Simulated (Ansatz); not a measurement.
The system is Al2Cu.

```
Cu Al
1.0
    -2.03034    2.03034    2.85109
     2.03034   -2.03034    2.85109
     2.03034    2.03034   -2.85109
Cu Al
1 2
Direct
  0.50000 0.50000 0.00000
  0.25000 0.75000 0.50000
  0.75000 0.25000 0.50000
```

The cell comes from a database or a generator and needn't be the stable form of this composition.

Base run:

```yaml
Program: Ansatz 0.2.0
Functional: PBEsol
Potentials_or_basis: all-electron LAPW, scalar-relativistic
Cutoff: 239 eV
Density_cutoff: 957 eV
Basis_error_allowed: 0.002 eV/atom
k_mesh: 9 × 9 × 9
Occupations: fermi-dirac, width 0.05 eV
Spin: no spin polarisation
```

Its results: pressure -0.1 GPa.

Task: The run is repeated on the same cell with these changes: functional from PBEsol to LDA. What comes out?

Result: Pressure -3.2 GPa.

LDA binds more tightly than PBEsol, so the same cell stands under less pressure.

Not every run made on this cell is shown here.
